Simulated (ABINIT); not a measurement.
# InPd (Pm-3m) in ABINIT: notebook

One crystal, InPd, is run at these levels: PBEsol; tasks: single point.

Program: ABINIT 10.8.3 (patched build). These are calculated values, not measurements. Logs are shortened: lines on timing, memory, paths and dates and some standing lists are left out, and cuts for length are marked. The log counts tension as positive stress, the text compression.

## Step 1: The structure

It takes space group Pm-3m (No. 221, cubic). Conventional cell: a = 3.272 Å, b = 3.272 Å, c = 3.272 Å, α = 90.00°, β = 90.00°, γ = 90.00°. Around In (site symmetry m-3m) lie 8 Pd at 2.83 Å. Pd (site symmetry m-3m) has 8 In at 2.83 Å as nearest neighbours.

The cell comes from a database or a generator and needn't be the stable form of this composition.

## Step 2: Single point, PBEsol

The input, run.abi:

```
# Pseudopotentials
pp_dirpath "./"
pseudos "In.upf, Pd.upf"

# Structure
acell 3*1.0
rprim
     6.1829661455     0.0000000000     0.0000000000
     0.0000000000     6.1829661455     0.0000000000
     0.0000000000     0.0000000000     6.1829661455
ntypat 2
znucl 49 46
natom 2
typat 1 2
xred
     0.0000000000     0.0000000000     0.0000000000
     0.5000000000     0.5000000000     0.5000000000

# Plane-wave basis
ecut 1115.666836 eV

# k points
kptopt 1
ngkpt 8 8 8
nshiftk 1
shiftk 0.0 0.0 0.0

# Exchange and correlation
ixc -116133

# Bands and occupations
nband 20
occopt 3
tsmear 0.05 eV

# SCF cycle
nstep 100
tolvrs 1.0e-10

# Output
iomode 3
prtwf 0
prteig 0
prtebands 0
enunit 2
prtden 1
prtvha 1
prtvclmb 1
prtpot 1
prtelf 1
```

Potentials or basis: PseudoDojo NC SR PBEsol v0.4.1 standard.

Run with:

```bash
abinit run.abi > log 2>&1
```

run.abo:

```text
.Version 10.8.3 of ABINIT
 Symmetries : space group Pm -3 m (#221); Bravais cP (primitive cubic)
================================================================================
 Values of the parameters that define the memory need of the present run
     intxc =       0    ionmov =       0      iscf =       7    lmnmax =       6
     lnmax =       6     mgfft =      36  mpssoang =       3    mqgrid =    3001
     natom =       2  nloc_mem =       1    nspden =       1   nspinor =       1
    nsppol =       1      nsym =      48    n1xccc =    2501    ntypat =       2
    occopt =       3   xclevel =       2
       mpw =        2996          nfft =       46656          nkpt =          35
================================================================================
================================================================================

--------------------------------------------------------------------------------
------------- Echo of variables that govern the present computation ------------
--------------------------------------------------------------------------------
 -outvars: echo values of preprocessed input variables --------
            acell      1.0000000000E+00  1.0000000000E+00  1.0000000000E+00 Bohr
              amu      1.14820000E+02  1.06420000E+02
             ecut      4.10000000E+01 Hartree
           enunit           2
              ixc     -116133
         kptrlatt        8    0    0      0    8    0      0    0    8
          kptrlen      4.94637292E+01
            natom           2
            nband          20
            ngfft          36      36      36
             nkpt          35
            nstep         100
             nsym          48
           ntypat           2
           occopt           3
        prtebands           0
           prteig           0
           prtelf           1
           prtpot           1
         prtvclmb           1
           prtvha           1
            prtwf           0
            rprim      6.1829661455E+00  0.0000000000E+00  0.0000000000E+00
                       0.0000000000E+00  6.1829661455E+00  0.0000000000E+00
                       0.0000000000E+00  0.0000000000E+00  6.1829661455E+00
          spgroup         221
           tolvrs      1.00000000E-10
           tsmear      1.83746611E-03 Hartree
            typat      1  2
           xangst      0.0000000000E+00  0.0000000000E+00  0.0000000000E+00
                       1.6359423889E+00  1.6359423889E+00  1.6359423889E+00
            xcart      0.0000000000E+00  0.0000000000E+00  0.0000000000E+00
                       3.0914830728E+00  3.0914830728E+00  3.0914830728E+00
             xred      0.0000000000E+00  0.0000000000E+00  0.0000000000E+00
                       5.0000000000E-01  5.0000000000E-01  5.0000000000E-01
            znucl       49.00000   46.00000

================================================================================

[... 116 lines left out ...]
       0.000000000000      0.000000000000      0.000000000000
       0.500000000000      0.500000000000      0.500000000000
 rms dE/dt=  0.0000E+00; max dE/dt=  0.0000E+00; dE/dt below (all hartree)
    1       0.000000000000      0.000000000000      0.000000000000
    2       0.000000000000      0.000000000000      0.000000000000

 cartesian coordinates (angstrom) at end:
    1      0.00000000000000     0.00000000000000     0.00000000000000
    2      1.63594238888184     1.63594238888184     1.63594238888184

 cartesian forces (hartree/bohr) at end:
    1     -0.00000000000000    -0.00000000000000    -0.00000000000000
    2     -0.00000000000000    -0.00000000000000    -0.00000000000000
 frms,max,avg= 0.0000000E+00 0.0000000E+00   0.000E+00  0.000E+00  0.000E+00 h/b

 cartesian forces (eV/Angstrom) at end:
    1     -0.00000000000000    -0.00000000000000    -0.00000000000000
    2     -0.00000000000000    -0.00000000000000    -0.00000000000000
 frms,max,avg= 0.0000000E+00 0.0000000E+00   0.000E+00  0.000E+00  0.000E+00 e/A
 length scales=  1.000000000000  1.000000000000  1.000000000000 bohr
              =  0.529177210544  0.529177210544  0.529177210544 angstroms
 Fermi (or HOMO) energy (hartree) =   0.39645   Average Vxc (hartree)=  -0.47360
 Eigenvalues (hartree) for nkpt=  35  k points:
 kpt#   1, nband= 20, wtk=  0.00195, kpt=  0.0000  0.0000  0.0000 (reduced coord)
  -2.70352   -1.44576   -1.44576   -1.44576   -0.14856   -0.14856   -0.13350   -0.13350
  -0.13350    0.02845    0.26003    0.26003    0.31690    0.31690    0.31690    0.55432
   0.55432    0.55432    0.74380    0.78878
      occupation numbers for kpt#   1
   2.00000    2.00000    2.00000    2.00000    2.00000    2.00000    2.00000    2.00000
   2.00000    2.00000    2.00000    2.00000    2.00000    2.00000    2.00000    0.00000
   0.00000    0.00000    0.00000    0.00000
 prteigrs : prtvol=0 or 1, do not print more k-points.

 Fermi (or HOMO) energy (eV) =  10.78809   Average Vxc (eV)= -12.88734
 Eigenvalues (   eV  ) for nkpt=  35  k points:
 kpt#   1, nband= 20, wtk=  0.00195, kpt=  0.0000  0.0000  0.0000 (reduced coord)
 -73.56666  -39.34114  -39.34114  -39.34114   -4.04248   -4.04248   -3.63268   -3.63268
  -3.63268    0.77405    7.07573    7.07573    8.62322    8.62322    8.62322   15.08385
  15.08385   15.08385   20.23979   21.46391
 prteigrs : prtvol=0 or 1, do not print more k-points.

--- !EnergyTerms
iteration_state     : {dtset: 1, }
comment             : Components of total free energy in Hartree
kinetic             :  8.74910029194158E+01
hartree             :  4.12082088734514E+01
xc                  : -4.03938342706588E+01
Ewald energy        : -1.43466230415013E+02
psp_core            :  6.73491751717305E+00
local_psp           : -1.39053778323767E+02
non_local_psp       : -1.37177436392473E+01
internal            : -2.01197457338646E+02
'-kT*entropy'       : -3.74140327473200E-04
total_energy        : -2.01197831478973E+02
total_energy_eV     : -5.47487190422813E+03
band_energy         : -1.19600991727909E+01
...

 Cartesian components of stress tensor (hartree/bohr^3)
  sigma(1 1)=  9.43488372E-05  sigma(3 2)=  0.00000000E+00
  sigma(2 2)=  9.43488372E-05  sigma(3 1)=  0.00000000E+00
  sigma(3 3)=  9.43488372E-05  sigma(2 1)=  0.00000000E+00

-Cartesian components of stress tensor (GPa)         [Pressure= -2.7758E+00 GPa]
- sigma(1 1)=  2.77583863E+00  sigma(3 2)=  0.00000000E+00
- sigma(2 2)=  2.77583863E+00  sigma(3 1)=  0.00000000E+00
- sigma(3 3)=  2.77583863E+00  sigma(2 1)=  0.00000000E+00

== END DATASET(S) ==============================================================
================================================================================

 -outvars: echo values of variables after computation  --------
            acell      1.0000000000E+00  1.0000000000E+00  1.0000000000E+00 Bohr
           etotal     -2.0119783148E+02
            fcart     -0.0000000000E+00 -0.0000000000E+00 -0.0000000000E+00
                      -0.0000000000E+00 -0.0000000000E+00 -0.0000000000E+00
            rprim      6.1829661455E+00  0.0000000000E+00  0.0000000000E+00
                       0.0000000000E+00  6.1829661455E+00  0.0000000000E+00
                       0.0000000000E+00  0.0000000000E+00  6.1829661455E+00
           strten      9.4348837212E-05  9.4348837212E-05  9.4348837212E-05
                       0.0000000000E+00  0.0000000000E+00  0.0000000000E+00
           xangst      0.0000000000E+00  0.0000000000E+00  0.0000000000E+00
                       1.6359423889E+00  1.6359423889E+00  1.6359423889E+00
             xred      0.0000000000E+00  0.0000000000E+00  0.0000000000E+00
                       5.0000000000E-01  5.0000000000E-01  5.0000000000E-01
 Calculation completed.
```

It took 89 s on 1 thread of Intel Xeon Platinum 8259CL at 2.50GHz (Skylake/Cascade Lake), shared host; peak memory 0.09 GiB.

Results:

* Free energy: -5474.8719 eV
* Pressure: -2.8 GPa
* Band gap on the k mesh: none (metal or under the smearing width)
* Valence electrons inside the program's atomic spheres: In 9.88; Pd 15.31

Levels at points of the mesh, in eV from the Fermi level:
| k point | band 14 | band 15 | band 16 | band 17 | band 18 | band 19 |
| --- | --- | --- | --- | --- | --- | --- |
| (0.00, 0.00, 0.00) | -2.16 | -2.16 | 4.30 | 4.30 | 4.30 | 9.45 |
| (0.50, 0.00, 0.00) | -3.16 | -2.23 | -1.01 | 9.61 | 9.61 | 10.02 |
| (0.50, 0.50, 0.00) | -2.26 | -2.26 | -1.58 | 1.54 | 2.53 | 9.53 |
| (0.50, 0.50, 0.50) | -1.54 | -0.04 | 3.86 | 3.86 | 3.89 | 4.49 |

## Step 3: Single point, PBEsol

run.abi, as its differences from that of step 2:

```diff
@@ -31,3 +31,3 @@
 # Bands and occupations
-nband 20
+nband 24
 occopt 3
```

Potentials or basis: PseudoDojo NC SR PBEsol v0.4 stringent.

Run with:

```bash
abinit run.abi > log 2>&1
```

It took 99 s on 1 thread of Intel Xeon Platinum 8259CL at 2.50GHz (Skylake/Cascade Lake), shared host; peak memory 0.1 GiB.

It converged, with:

```yaml
Free_energy: -9093.6909 eV
Pressure: -3.0 GPa
Band_gap_on_the_k_mesh: none (metal or under the smearing width)
Valence_electrons_inside_the_program's_atomic_spheres: In 17.84; Pd 15.31
```

Levels at points of the mesh, in eV from the Fermi level:
| k point | band 17 | band 18 | band 19 | band 20 | band 21 | band 22 | band 23 | band 24 |
| --- | --- | --- | --- | --- | --- | --- | --- | --- |
| (0.00, 0.00, 0.00) | -2.17 | -2.17 | -2.17 | 4.29 | 4.29 | 4.29 | 9.46 | 10.68 |
| (0.50, 0.00, 0.00) | -3.16 | -3.16 | -2.24 | -1.01 | 9.62 | 9.62 | 10.02 | 10.80 |
| (0.50, 0.50, 0.00) | -2.58 | -2.26 | -2.26 | -1.58 | 1.54 | 2.54 | 9.55 | 11.53 |
| (0.50, 0.50, 0.50) | -1.54 | -1.54 | -0.03 | 3.86 | 3.86 | 3.86 | 4.49 | 4.49 |

## Step 4: Single point, PBEsol

run.abi, as its differences from that of step 3:

```diff
@@ -2,3 +2,3 @@
 pp_dirpath "./"
-pseudos "In.upf, Pd.upf"
+pseudos "In.GGA_PBE-JTH.xml, Pd.GGA_PBE-JTH.xml"
 
@@ -19,3 +19,5 @@
 # Plane-wave basis
-ecut 1115.666836 eV
+ecut 598.650497 eV
+pawecutdg 44.0
+pawxcdev 0
 
@@ -31,3 +33,3 @@
 # Bands and occupations
-nband 24
+nband 20
 occopt 3
@@ -37,3 +39,3 @@
 nstep 100
-tolvrs 1.0e-10
+tolvrs 1.0e-9
 
@@ -49,2 +51 @@
 prtpot 1
-prtelf 1
```

Potentials or basis: JTH PAW PBE v2.0.

Run with:

```bash
abinit run.abi > log 2>&1
```

run.abo:

```text
.Version 10.8.3 of ABINIT
 Symmetries : space group Pm -3 m (#221); Bravais cP (primitive cubic)
================================================================================
 Values of the parameters that define the memory need of the present run
     intxc =       0    ionmov =       0      iscf =      17    lmnmax =      18
     lnmax =       6     mgfft =      30  mpssoang =       3    mqgrid =    3001
     natom =       2  nloc_mem =       2    nspden =       1   nspinor =       1
    nsppol =       1      nsym =      48    n1xccc =       1    ntypat =       2
    occopt =       3   xclevel =       2
       mpw =        1189          nfft =       27000          nkpt =          35
 PAW method is used; the additional fine FFT grid is defined by:
   mgfftf=        40    nfftf =     64000
================================================================================
================================================================================

--------------------------------------------------------------------------------
------------- Echo of variables that govern the present computation ------------
--------------------------------------------------------------------------------
 -outvars: echo values of preprocessed input variables --------
            acell      1.0000000000E+00  1.0000000000E+00  1.0000000000E+00 Bohr
              amu      1.14820000E+02  1.06420000E+02
             ecut      2.20000000E+01 Hartree
           enunit           2
              ixc     -116133
         kptrlatt        8    0    0      0    8    0      0    0    8
          kptrlen      4.94637292E+01
            natom           2
            nband          20
[... 234 lines left out ...]
internal            : -1.86874323581387E+02
'-kT*entropy'       : -3.75006005696525E-04
total_energy_dc     : -1.86874698587393E+02
total_energy_dc_eV  : -5.08511960286283E+03
...

--- !EnergyTermsWithPAWCore
iteration_state     : {dtset: 1, }
comment             : 'Components of total free energy, including PAW core contributions'
Total energy        : -1.09227103543695E+04
Total energy DC     : -1.09227103790518E+04
Total energy (eV)   : -2.97222090305725E+05
Total energy DC (eV): -2.97222090977364E+05
...

 Cartesian components of stress tensor (hartree/bohr^3)
  sigma(1 1)=  1.03110688E-04  sigma(3 2)=  0.00000000E+00
  sigma(2 2)=  1.03110688E-04  sigma(3 1)=  0.00000000E+00
  sigma(3 3)=  1.03110688E-04  sigma(2 1)=  0.00000000E+00

-Cartesian components of stress tensor (GPa)         [Pressure= -3.0336E+00 GPa]
- sigma(1 1)=  3.03362117E+00  sigma(3 2)=  0.00000000E+00
- sigma(2 2)=  3.03362117E+00  sigma(3 1)=  0.00000000E+00
- sigma(3 3)=  3.03362117E+00  sigma(2 1)=  0.00000000E+00

== END DATASET(S) ==============================================================
================================================================================

 -outvars: echo values of variables after computation  --------
            acell      1.0000000000E+00  1.0000000000E+00  1.0000000000E+00 Bohr
           etotal     -1.8687469859E+02
            fcart     -0.0000000000E+00 -0.0000000000E+00 -0.0000000000E+00
                      -0.0000000000E+00 -0.0000000000E+00 -0.0000000000E+00
            rprim      6.1829661455E+00  0.0000000000E+00  0.0000000000E+00
                       0.0000000000E+00  6.1829661455E+00  0.0000000000E+00
                       0.0000000000E+00  0.0000000000E+00  6.1829661455E+00
           strten      1.0311068791E-04  1.0311068791E-04  1.0311068791E-04
                       0.0000000000E+00  0.0000000000E+00  0.0000000000E+00
           xangst      0.0000000000E+00  0.0000000000E+00  0.0000000000E+00
                       1.6359423889E+00  1.6359423889E+00  1.6359423889E+00
             xred      0.0000000000E+00  0.0000000000E+00  0.0000000000E+00
                       5.0000000000E-01  5.0000000000E-01  5.0000000000E-01
 Calculation completed.
```

Wall time 83 s (1 thread of Intel Xeon Platinum 8259CL at 2.50GHz (Skylake/Cascade Lake), shared host); peak memory 0.13 GiB.

What came out:

```
Free energy                                           : -5085.1196 eV
Pressure                                              : -3.0 GPa
Band gap on the k mesh                                : none (metal or under the smearing width)
Valence electrons inside the program's atomic spheres : In 11.21; Pd 16.93
```

Caveat: the PAW data sets were made with another functional, which shifts forces and pressure a little.

## Step 5: Summary

```tsv
potentials or basis	cutoff (eV)	fine-grid cutoff	gap on the mesh (eV)	pressure (GPa)
PseudoDojo NC SR PBEsol v0.4.1 standard	1116	-	none	-2.8
PseudoDojo NC SR PBEsol v0.4 stringent	1116	-	none	-3.0
JTH PAW PBE v2.0	599	1197.3 eV	none	-3.0
```

Alike in all rows: task single point; level PBEsol; no spin polarisation; cell as given; k mesh 8 × 8 × 8; smearing fermi-dirac 0.05 eV.

Caveats: the PAW data sets were made with another functional, which shifts forces and pressure a little (some runs).

Total energies depend on the potentials used, so only differences within one code and one set of settings carry meaning.
